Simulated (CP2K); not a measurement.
# Si2Mo under changes of volume

One of the cells (13.416 Å³/atom); the others are scaled copies at fixed shape and fractional positions:

```
Mo Si
1.0
     4.53529    0.00000    0.00000
     2.27744    3.92200    0.00000
    -3.40636   -1.96100    2.26274
Mo Si
1 2
Cartesian
  0.0000 0.0000 0.0000
  4.5441 2.6160 0.0000
  2.2686 1.3060 0.0000
```

* Program: CP2K 2026.2
* Functional: PBEsol
* Potentials or basis: POTENTIAL_UZH Mo GTH-PBE-q14, Si GTH-PBE-q4; TZVP-MOLOPT-PBE-GTH basis
* Density cutoff: 6123 eV
* k mesh: 12 × 12 × 12
* Occupations: fermi-dirac, width 0.05 eV
* Spin: no spin polarisation

```tsv
volume (Å³/atom)	energy over the lowest point (meV/atom)	pressure (GPa)	largest force (eV/Å)
12.611	36.06	15.3	0.229
12.879	15.25	9.6	0.266
13.148	3.54	4.5	0.300
13.416	0.00	-0.2	0.333
13.684	3.81	-4.3	0.363
13.953	14.21	-8.0	0.392
14.221	?	?	?
```

Q: What does the run at 14.221 Å³/atom give?

A: Energy over the lowest point 30.52 meV/atom; pressure -11.4 GPa; largest force 0.418 eV/Å.

Worked out: A Birch-Murnaghan fit of order 3 (a polynomial in V^(-2/3)) to the other rows has its minimum at 13.41 Å³/atom with B0 = V·E''(V) = 219 GPa and B' = 4.4 at fixed shape and positions, which overstates the stiffness. It gives 30.47 meV/atom at 14.221 Å³/atom, against the run's 30.52, and -dE/dV = -11.4 GPa, against -11.4.

Energies are extrapolated to zero smearing.

Caveats: the potentials were made for another functional, which shifts forces and pressure; the basis of atomic orbitals isn't converged, which shifts pressures, moduli and gaps.
